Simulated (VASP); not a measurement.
Crystal: SrO.

```
Sr O
1.0
     0.00000    2.56614    2.56614
     2.56614    0.00000    2.56614
     2.56614    2.56614    0.00000
Sr O
1 1
Cartesian
  0.0000 0.0000 0.0000
  2.5661 2.5661 2.5661
```

Base run:

- Program: VASP 6.6.1
- Functional: r2SCAN
- Potentials or basis: VASP PAW PBE potentials, release 64 (Sr_sv, O)
- Cutoff: 520 eV
- k mesh: 8 × 8 × 8
- Occupations: gaussian, width 0.02 eV
- Spin: no spin polarisation

Its results: band gap on the k mesh 3.74 eV, indirect (least direct gap 3.82 eV); pressure 2.1 GPa.

Q: The run is repeated on the same cell with these changes: functional from r2SCAN to PBEsol; potentials or basis from VASP PAW PBE potentials, release 64 (Sr_sv, O) to VASP PAW PBE potentials, release 64 (Sr_sv, O_h); cutoff from 520 eV to 900 eV. What comes out?

A: Band gap on the k mesh 3.15 eV, indirect (least direct gap 3.24 eV); pressure -0.2 GPa.

Caveats: the PAW data sets were made with another functional, which shifts forces and pressure a little; the cutoff is under 1.25 times the usual one of these potentials, so pressure, stress and relaxed cells hold a basis-set (Pulay) error (some runs).

A k mesh can miss the band edges.
